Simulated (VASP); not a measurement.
# MoSe2 (P6_3/mmc) in VASP: a series of runs

Runs on MoSe2. Level: LDA. Tasks: relaxation of shape and atoms at fixed volume.

All numbers are computed with VASP 6.6.1; they aren't measurements. Logs are shortened: lines on timing, memory, paths and dates and some standing lists are left out, and cuts for length are marked.

## (1) Starting point

The structure is hexagonal, space group P6_3/mmc (No. 194). Conventional cell: a = 3.252 Å, b = 3.252 Å, c = 12.739 Å, α = 90.00°, β = 90.00°, γ = 120.00°. Around Mo (site symmetry -6m2) lie 6 Se at 2.51 Å. Se (site symmetry 3m) is surrounded by 3 Mo at 2.51 Å.

## (2) Relaxation of shape and atoms at fixed volume, LDA (a relaxed cell with its volume scaled by 0.94)

File INCAR:

```
SYSTEM = MoSe2
  PREC = Accurate
  ENCUT = 600
  EDIFF = 1E-7
  ISMEAR = 0
  SIGMA = 0.03
  LREAL = .False.
  LASPH = .True.
  NELM = 80
  ALGO = Normal
  ISIF = 4
  LWAVE = .False.
  LCHARG = .False.
  IBRION = 2
  NSW = 40
  EDIFFG = -0.01
  KPAR = 2
```

File KPOINTS:

```
Automatic mesh
0
Gamma
  9 9 2
  0 0 0
```

File POSCAR:

```
MoSe2                                   
1.0
    3.1854250224      0.0000000000      0.0000000000
   -1.5927125112      2.7586589913      0.0000000000
    0.0000000000      0.0000000000     12.4787264954
  Mo              Se            
     2     4
Direct
     0.3333333332999970    0.6666666667000030    0.2500000000000000
     0.6666666667000030    0.3333333332999970    0.7500000000000000
     0.3333333332999970    0.6666666667000030    0.6196545792964159
     0.6666666667000030    0.3333333332999970    0.1196545792964159
     0.3333333332999970    0.6666666667000030    0.8803454207035841
     0.6666666667000030    0.3333333332999970    0.3803454207035841
```

Potentials or basis: VASP PAW LDA potentials, release 64 (Mo_sv, Se).

Run with:

```console
cat potpaw_LDA.64/Mo_sv/POTCAR potpaw_LDA.64/Se/POTCAR > POTCAR
mpirun -np 2 vasp_std > vasp.out
```

OUTCAR:

```text
SYSTEM = MoSe2
   PREC = Accurate
   ENCUT = 600
   EDIFF = 1E-7
   ISMEAR = 0
   LREAL = .False.
   LASPH = .True.
   NELM = 80
   ISIF = 4
   IBRION = 2
   NSW = 40
   EDIFFG = -0.01

 ion  position               nearest neighbor table
   1  0.333  0.667  0.250-   4 2.46   6 2.46   4 2.46   6 2.46   4 2.46   6 2.46
   2  0.667  0.333  0.750-   3 2.46   5 2.46   3 2.46   5 2.46   3 2.46   5 2.46
   3  0.333  0.667  0.620-   2 2.46   2 2.46   2 2.46
   4  0.667  0.333  0.120-   1 2.46   1 2.46   1 2.46
   5  0.333  0.667  0.880-   2 2.46   2 2.46   2 2.46
   6  0.667  0.333  0.380-   1 2.46   1 2.46   1 2.46

  LATTYP: Found a hexagonal cell.
 ALAT       =     3.1854250224
 C/A-ratio  =     3.9174447390

  Lattice vectors:

 A1 = (   3.1854250224,   0.0000000000,   0.0000000000)
 A2 = (  -1.5927125112,   2.7586589913,   0.0000000000)
 A3 = (   0.0000000000,   0.0000000000,  12.4787264954)

Analysis of symmetry for initial positions (statically):
=====================================================================
 Subroutine PRICEL returns:
 Original cell was already a primitive cell.

 Routine SETGRP: Setting up the symmetry group for a
 hexagonal supercell.

 Subroutine GETGRP returns: Found 24 space group operations
 (whereof 12 operations were pure point group operations)
 out of a pool of 24 trial point group operations.

The static configuration has the point symmetry D_3d.
 The point group associated with its full space group is D_6h.

Analysis of symmetry for dynamics (positions and initial velocities):
=====================================================================
 Subroutine PRICEL returns:
 Original cell was already a primitive cell.

 Routine SETGRP: Setting up the symmetry group for a
 hexagonal supercell.

 Subroutine GETGRP returns: Found 24 space group operations
 (whereof 12 operations were pure point group operations)
 out of a pool of 24 trial point group operations.

The dynamic configuration has the point symmetry D_3d.
 The point group associated with its full space group is D_6h.

 Subroutine INISYM returns: Found 24 space group operations
 (whereof 12 operations are pure point group operations),
 and found     1 'primitive' translations

----------------------------------------------------------------------------------------

                                     Primitive cell

  volume of cell :     109.6568

  direct lattice vectors                    reciprocal lattice vectors
     3.185425022  0.000000000  0.000000000     0.313929850  0.181247483  0.000000000
[... 87 lines left out ...]
   ISPIN  =      1    spin polarized calculation?
   LNONCOLLINEAR =      F non collinear calculations
   LSORBIT =      F    spin-orbit coupling
   LASPH  =      T    aspherical Exc in radial PAW
   ENCUT  =  600.0 eV  44.10 Ry    6.64 a.u.   6.36  6.36 24.92*2*pi/ulx,y,z
   NELM   =     80;   NELMIN=  2; NELMDL= -5     # of ELM steps
   EDIFF  = 0.1E-06   stopping-criterion for ELM
   LREAL  =      F    real-space projection
   EDIFFG = -.1E-01   stopping-criterion for IOM
   NSW    =     40    number of steps for IOM
   IBRION =      2    ionic relax: 0-MD 1-quasi-New 2-CG
   NFREE  =      1    steps in history (QN), initial steepest desc. (CG)
   ISIF   =      4    stress and relaxation
   ISYM   =      2    0-nonsym 1-usesym 2-fastsym
   POTIM  = 0.5000    time-step for ionic-motion
   TEBEG  =    0.0;   TEEND  =   0.0 temperature during run
   PSTRESS=    0.0 pullay stress
   NELECT =      52.0000    total number of electrons
   NUPDOWN=      -1.0000    fix difference up-down
   EMIN   =  10.00;   EMAX   =-10.00  energy-range for DOS
   EFERMI =   0.00;   METHOD = LEGACY
   ISMEAR =     0;   SIGMA  =   0.03  broadening in eV -4-tet -1-fermi 0-gaus
   EFERMI_NEDOS =   21; number of points for ismear=-14 and -15
   IALGO  =     38    algorithm
   IMIX   =      4    mixing-type and parameters
     AMIX     =   0.40;   BMIX     =  1.00
     AMIX_MAG =   1.60;   BMIX_MAG =  1.00
  volume/ion in A,a.u.               =      18.28       123.33
  Fermi-wavevector in a.u.,A,eV,Ry     =   1.276627  2.412475 22.174458  1.629777
  Thomas-Fermi vector in A             =   2.409272
   LORBIT       =      0    0 simple, 1 ext, 2 COOP (PROOUT), +10 PAW based schemes
   GGA     = CA    functional components
   LHFCALC =     F    Hartree Fock is set to
   AEXX    =    0.0000 exact exchange contribution
   IVDW    =     0    specifies the selected vdW correction
   LEPSILON=     F    determine dielectric tensor
   LRPA    =     F    only Hartree local field effects (RPA)
 conjugate gradient relaxation of ions
 non-spin polarized calculation
 Gauss-broadening in eV      SIGMA  =   0.03
  energy-cutoff  :      600.00
  volume of cell :      109.66
 maximum number of plane-waves:      3697
 NGX is ok and might be reduce to    28
   NGX = 13   NGY = 13   NGZ = 49

--------------------------------------- Ionic step        1  -------------------------------------------

 number of electron      52.0000000 magnetization

 Free energy of the ion-electron system (eV)
  ---------------------------------------------------
  ext. energy  EPLUGINS =         0.00000000
  ---------------------------------------------------
  free energy    TOTEN  =       -45.05812023 eV

  energy without entropy =      -45.05812023  energy(sigma->0) =      -45.05812023

------------------------ aborting loop because EDIFF is reached ----------------------------------------

  FORCE on cell =-STRESS in cart. coord.  units (eV):
  Direction    XX          YY          ZZ          XY          YZ          ZX
  --------------------------------------------------------------------------------------
  -------------------------------------------------------------------------------------
  Total        6.5165655      6.5165655      7.7637476      0.0000000      0.0000000     -0.0000000
  in kB       95.2124357     95.2124357    113.4348022      0.0000000      0.0000000     -0.0000000
  external PRESSURE =     101.2865578 kB  Pullay stress =       0.0000000 kB
[... 267 lines left out ...]
--------------------------------------- Ionic step        8  -------------------------------------------

 number of electron      52.0000001 magnetization

 Free energy of the ion-electron system (eV)
  ---------------------------------------------------
  ext. energy  EPLUGINS =         0.00000000
  ---------------------------------------------------
  free energy    TOTEN  =       -45.19200419 eV

  energy without entropy =      -45.19200419  energy(sigma->0) =      -45.19200419

 E-fermi :   8.0977     XC(G=0): -11.4975

 val. band max:        7.8185110589   @ k =   0.0000   0.0000   0.0000
 cond. band min:       8.4304551257   @ k =   0.2222   0.1111   0.0000
 fundamental gap:      0.6119440668
 Fermi energy:         8.0977015372

 k-point     1 :       0.0000    0.0000    0.0000
  band No.  band energies     occupation
      1     -53.1169      2.00000
      2     -53.1169      2.00000
      3     -27.5344      2.00000
      4     -27.5342      2.00000
      5     -27.2587      2.00000
      6     -27.2587      2.00000
[... 838 lines left out ...]
  FREE ENERGIE OF THE ION-ELECTRON SYSTEM (eV)
  ---------------------------------------------------
  free  energy   TOTEN  =       -45.1920041875 eV

  energy  without entropy=      -45.1920041875  energy(sigma->0) =      -45.19200419

 reached required accuracy - stopping structural energy minimisation
```

OSZICAR:

```text
N       E                     dE             d eps       ncg     rms          rms(c)
DAV:   1     0.532484006782E+03    0.53248E+03   -0.31117E+04  1616   0.178E+03
DAV:   2    -0.144634446460E+02   -0.54695E+03   -0.53567E+03  1773   0.441E+02
DAV:   3    -0.462351882168E+02   -0.31772E+02   -0.31394E+02  1902   0.902E+01
[... 73 lines left out ...]
DAV:   2    -0.451920181268E+02    0.40366E-04   -0.23358E-04  1747   0.791E-02    0.245E-02
DAV:   3    -0.451920079822E+02    0.10145E-04   -0.65484E-05  1799   0.455E-02    0.173E-02
DAV:   4    -0.451920044746E+02    0.35075E-05   -0.11095E-05  1732   0.179E-02    0.983E-03
DAV:   5    -0.451920041958E+02    0.27882E-06   -0.23949E-06  1870   0.793E-03    0.235E-03
DAV:   6    -0.451920041875E+02    0.83010E-08   -0.69745E-08   975   0.154E-03
   8 F= -.45192004E+02 E0= -.45192004E+02  d E =-.428806E-04
```

It took 4.6 min on 2 MPI ranks of Intel Xeon Platinum 8488C (Sapphire Rapids), shared host; peak memory 0.26 GiB.

Results:

```yaml
Free_energy: -45.1920 eV
Energy_gained_by_relaxing: 22.3 meV/atom
Ionic_steps: 8
Pressure_after_relaxing: 3.9 GPa
Band_gap_on_the_k_mesh: 0.61 eV, indirect (least direct gap 1.51 eV)
```

The path:
```csv
step,energy change (eV),largest force (eV/Å),pressure (GPa)
1,0.0000,1.0642,10.13
2,-0.0925,0.0664,4.76
3,-0.0953,0.0896,5.51
4,-0.1261,0.0528,4.62
5,-0.1339,0.0176,3.97
6,-0.1338,0.0157,3.94
7,-0.1339,0.0122,3.84
8,-0.1339,0.0011,3.88
```

Final structure:
```cif
data_structure
_symmetry_space_group_name_H-M 'P 1'
_symmetry_Int_Tables_number 1
_cell_length_a 3.2148
_cell_length_b 3.2148
_cell_length_c 12.2518
_cell_angle_alpha 90.000
_cell_angle_beta 90.000
_cell_angle_gamma 120.000
_cell_volume 109.66
loop_
_atom_site_label
_atom_site_type_symbol
_atom_site_fract_x
_atom_site_fract_y
_atom_site_fract_z
_atom_site_occupancy
Mo1 Mo 0.33333 0.66667 0.25000 1
Mo2 Mo 0.66667 0.33333 0.75000 1
Se1 Se 0.33333 0.66667 0.61407 1
Se2 Se 0.66667 0.33333 0.11407 1
Se3 Se 0.33333 0.66667 0.88593 1
Se4 Se 0.66667 0.33333 0.38593 1
```

Caveat: an odd mesh through Γ misses points on the zone boundary, where band edges often lie.

## (3) Relaxation of shape and atoms at fixed volume, LDA (a relaxed cell with its volume scaled by 0.96)

INCAR is that of step 2.

KPOINTS is that of step 2.

POSCAR: that of step 2 with these lines changed.

```diff
@@ -2,5 +2,5 @@
 1.0
-    3.1854250224      0.0000000000      0.0000000000
-   -1.5927125112      2.7586589913      0.0000000000
-    0.0000000000      0.0000000000     12.4787264954
+    3.2078583321      0.0000000000      0.0000000000
+   -1.6039291661      2.7780868074      0.0000000000
+    0.0000000000      0.0000000000     12.5666077465
   Mo              Se
```

Potentials or basis: VASP PAW LDA potentials, release 64 (Mo_sv, Se).

Run with:

```console
cat potpaw_LDA.64/Mo_sv/POTCAR potpaw_LDA.64/Se/POTCAR > POTCAR
mpirun -np 2 vasp_std > vasp.out
```

Wall time 3.6 min (2 MPI ranks of Intel Xeon Platinum 8488C (Sapphire Rapids), shared host); peak memory 0.26 GiB.

It converged, with:

| Quantity | Value |
| --- | --- |
| Free energy | -45.2373 eV |
| Energy gained by relaxing | 9.8 meV/atom |
| Ionic steps | 5 |
| Pressure after relaxing | 2.3 GPa |
| Largest force after relaxing | 0.010 eV/Å |
| Band gap on the k mesh | 0.68 eV, indirect (least direct gap 1.55 eV) |

Forces on the atoms (eV/Å):
```
Mo   0.000  0.000  0.000
Mo   0.000  0.000  0.000
Se   0.000  0.000 -0.010
Se   0.000  0.000 -0.010
Se   0.000  0.000  0.010
Se   0.000  0.000  0.010
```

The path:
| step | energy change (eV) | largest force (eV/Å) | pressure (GPa) |
| --- | --- | --- | --- |
| 1 | 0.0000 | 0.6806 | 6.38 |
| 2 | -0.0398 | 0.0190 | 3.11 |
| 3 | -0.0405 | 0.0607 | 3.49 |
| 4 | -0.0545 | 0.0357 | 2.88 |
| 5 | -0.0588 | 0.0095 | 2.34 |

Final structure:
```
Mo Se
1.0
     3.22913    0.00000    0.00000
    -1.61457    2.79651    0.00000
     0.00000    0.00000   12.40157
Mo Se
2 4
Direct
  0.33333 0.66667 0.25000
  0.66667 0.33333 0.75000
  0.33333 0.66667 0.61590
  0.66667 0.33333 0.11590
  0.33333 0.66667 0.88410
  0.66667 0.33333 0.38410
```

Levels at points of the mesh, in eV from the valence-band top:
```
           k point  band 22  band 23  band 24  band 25  band 26  band 27  band 28  band 29  band 30  band 31
(0.00, 0.00, 0.00)    -1.58    -1.58    -1.46    -0.56     0.00     2.47     2.47     2.59     2.59     2.61
(0.00, 0.00, 0.50)    -1.62    -1.62    -1.62    -0.15    -0.15     2.49     2.49     2.49     2.49     2.82
```

Caveat: an odd mesh through Γ misses points on the zone boundary, where band edges often lie.

## (4) Relaxation of shape and atoms at fixed volume, LDA (a relaxed cell with its volume scaled by 0.98)

INCAR is that of step 3.

KPOINTS is that of step 3.

POSCAR: that of step 3 with these lines changed.

```diff
@@ -2,5 +2,5 @@
 1.0
-    3.2078583321      0.0000000000      0.0000000000
-   -1.6039291661      2.7780868074      0.0000000000
-    0.0000000000      0.0000000000     12.5666077465
+    3.2299821922      0.0000000000      0.0000000000
+   -1.6149910961      2.7972466322      0.0000000000
+    0.0000000000      0.0000000000     12.6532767456
   Mo              Se
```

Run with:

```console
cat potpaw_LDA.64/Mo_sv/POTCAR potpaw_LDA.64/Se/POTCAR > POTCAR
mpirun -np 2 vasp_std > vasp.out
```

Run time: 3.5 min. Hardware: 2 MPI ranks of Intel Xeon Platinum 8488C (Sapphire Rapids), shared host; peak memory 0.26 GiB.

It converged, with:

- Free energy: -45.2617 eV
- Energy gained by relaxing: 2.4 meV/atom
- Ionic steps: 5
- Pressure after relaxing: 1.0 GPa
- Band gap on the k mesh: 0.75 eV, indirect (least direct gap 1.53 eV)

Forces on the atoms (eV/Å):
```
Mo   0.000  0.000  0.000
Mo   0.000  0.000  0.000
Se   0.000  0.000 -0.002
Se   0.000  0.000 -0.002
Se   0.000  0.000  0.002
Se   0.000  0.000  0.002
```

The path:
| step | energy change (eV) | largest force (eV/Å) | pressure (GPa) |
| --- | --- | --- | --- |
| 1 | 0.0000 | 0.3267 | 3.02 |
| 2 | -0.0096 | 0.0015 | 1.53 |
| 3 | -0.0097 | 0.0310 | 1.67 |
| 4 | -0.0132 | 0.0177 | 1.36 |
| 5 | -0.0145 | 0.0024 | 1.02 |

Final structure:
```yaml
crystal:
  lattice:
    - [3.24166, 0.00000, 0.00000]
    - [-1.62083, 2.80736, 0.00000]
    - [0.00000, 0.00000, 12.56230]
  atoms:
    - { symbol: Mo, position: [0.33333, 0.66667, 0.25000] }
    - { symbol: Mo, position: [0.66667, 0.33333, 0.75000] }
    - { symbol: Se, position: [0.33333, 0.66667, 0.61772] }
    - { symbol: Se, position: [0.66667, 0.33333, 0.11772] }
    - { symbol: Se, position: [0.33333, 0.66667, 0.88228] }
    - { symbol: Se, position: [0.66667, 0.33333, 0.38228] }
```

Levels at points of the mesh, in eV from the valence-band top:
```
           k point  band 22  band 23  band 24  band 25  band 26  band 27  band 28  band 29  band 30  band 31
(0.00, 0.00, 0.00)    -1.56    -1.56    -1.36    -0.65     0.00     2.50     2.50     2.60     2.60     2.66
(0.00, 0.00, 0.50)    -1.59    -1.59    -1.59    -0.17    -0.17     2.52     2.52     2.52     2.52     2.84
```

Caveat: an odd mesh through Γ misses points on the zone boundary, where band edges often lie.

## (5) Relaxation of shape and atoms at fixed volume, LDA

INCAR is that of step 4.

KPOINTS is that of step 4.

POSCAR: that of step 4 with these lines changed.

```diff
@@ -2,5 +2,5 @@
 1.0
-    3.2299821922      0.0000000000      0.0000000000
-   -1.6149910961      2.7972466322      0.0000000000
-    0.0000000000      0.0000000000     12.6532767456
+    3.2518070582      0.0000000000      0.0000000000
+   -1.6259035291      2.8161475206      0.0000000000
+    0.0000000000      0.0000000000     12.7387744522
   Mo              Se
```

Run with:

```console
cat potpaw_LDA.64/Mo_sv/POTCAR potpaw_LDA.64/Se/POTCAR > POTCAR
mpirun -np 2 vasp_std > vasp.out
```

Run time: 70 s. Hardware: 2 MPI ranks of Intel Xeon Platinum 8488C (Sapphire Rapids), shared host; peak memory 0.26 GiB.

Results (log left out):

| Property | Result |
| --- | --- |
| Free energy | -45.2696 eV |
| Pressure after relaxing | 0.0 GPa |
| Band gap on the k mesh | 0.83 eV, indirect (least direct gap 1.51 eV) |

Final structure:
```yaml
crystal:
  lattice:
    - [3.25181, 0.00000, 0.00000]
    - [-1.62590, 2.81615, 0.00000]
    - [0.00000, 0.00000, 12.73877]
  atoms:
    - { symbol: Mo, position: [0.33333, 0.66667, 0.25000] }
    - { symbol: Mo, position: [0.66667, 0.33333, 0.75000] }
    - { symbol: Se, position: [0.33333, 0.66667, 0.61965] }
    - { symbol: Se, position: [0.66667, 0.33333, 0.11965] }
    - { symbol: Se, position: [0.33333, 0.66667, 0.88035] }
    - { symbol: Se, position: [0.66667, 0.33333, 0.38035] }
```

Levels at points of the mesh, in eV from the valence-band top:
```csv
k point,band 24,band 25,band 26,band 27,band 28,band 29
"(0.00, 0.00, 0.00)",-1.27,-0.73,0.00,2.54,2.54,2.62
"(0.00, 0.00, 0.50)",-1.55,-0.18,-0.18,2.56,2.56,2.56
```

Caveat: the relaxation stopped at its first step, so nothing moved; an odd mesh through Γ misses points on the zone boundary, where band edges often lie.

## (6) Relaxation of shape and atoms at fixed volume, LDA (a relaxed cell with its volume scaled by 1.02)

INCAR is that of step 5.

KPOINTS is that of step 5.

POSCAR: that of step 5 with these lines changed.

```diff
@@ -2,5 +2,5 @@
 1.0
-    3.2518070582      0.0000000000      0.0000000000
-   -1.6259035291      2.8161475206      0.0000000000
-    0.0000000000      0.0000000000     12.7387744522
+    3.2733428319      0.0000000000      0.0000000000
+   -1.6366714159      2.8347980477      0.0000000000
+    0.0000000000      0.0000000000     12.8231396555
   Mo              Se
```

Potentials or basis: VASP PAW LDA potentials, release 64 (Mo_sv, Se).

Run with:

```console
cat potpaw_LDA.64/Mo_sv/POTCAR potpaw_LDA.64/Se/POTCAR > POTCAR
mpirun -np 2 vasp_std > vasp.out
```

Run time: 3.4 min. Hardware: 2 MPI ranks of Intel Xeon Platinum 8488C (Sapphire Rapids), shared host; peak memory 0.27 GiB.

It converged, with:

```
Free energy               : -45.2649 eV
Energy gained by relaxing : 2.4 meV/atom
Ionic steps               : 5
Pressure after relaxing   : -0.7 GPa
Band gap on the k mesh    : 0.90 eV, indirect (least direct gap 1.50 eV)
```

Step by step:
| step | energy change (eV) | largest force (eV/Å) | pressure (GPa) |
| --- | --- | --- | --- |
| 1 | 0.0000 | 0.3024 | -2.69 |
| 2 | -0.0090 | 0.0229 | -1.44 |
| 3 | -0.0090 | 0.0303 | -1.47 |
| 4 | -0.0127 | 0.0158 | -1.15 |
| 5 | -0.0145 | 0.0019 | -0.73 |

Final structure:
```
Mo Se
1.0
     3.26013    0.00000    0.00000
    -1.63006    2.82335    0.00000
     0.00000    0.00000   12.92733
Mo Se
2 4
Direct
  0.33333 0.66667 0.25000
  0.66667 0.33333 0.75000
  0.33333 0.66667 0.62167
  0.66667 0.33333 0.12167
  0.33333 0.66667 0.87833
  0.66667 0.33333 0.37833
```

Levels at points of the mesh, in eV from the valence-band top:
| k point | band 23 | band 24 | band 25 | band 26 | band 27 | band 28 | band 29 | band 30 |
| --- | --- | --- | --- | --- | --- | --- | --- | --- |
| (0.00, 0.00, 0.00) | -1.49 | -1.18 | -0.82 | 0.00 | 2.58 | 2.58 | 2.64 | 2.64 |
| (0.00, 0.00, 0.50) | -1.52 | -1.52 | -0.19 | -0.19 | 2.60 | 2.60 | 2.60 | 2.60 |

Caveat: an odd mesh through Γ misses points on the zone boundary, where band edges often lie.

## (7) The runs side by side

```csv
cell,gap on the mesh (eV),pressure (GPa)
atoms relaxed at fixed volume from: a relaxed cell with its volume scaled by 0.94,0.61,3.9
atoms relaxed at fixed volume from: a relaxed cell with its volume scaled by 0.96,0.68,2.3
atoms relaxed at fixed volume from: a relaxed cell with its volume scaled by 0.98,0.75,1.0
atoms relaxed at fixed volume,0.83,0.0
atoms relaxed at fixed volume from: a relaxed cell with its volume scaled by 1.02,0.90,-0.7
```

Alike in all rows: task relaxation of shape and atoms at fixed volume; level LDA; potentials or basis VASP PAW LDA potentials, release 64 (Mo_sv, Se); no spin polarisation; k mesh 9 × 9 × 2; cutoff (eV) 600; smearing gaussian 0.03 eV.

Caveats: an odd mesh through Γ misses points on the zone boundary, where band edges often lie; the relaxation stopped at its first step, so nothing moved (some runs).

Absolute energies hang on the potentials; compare differences alone.
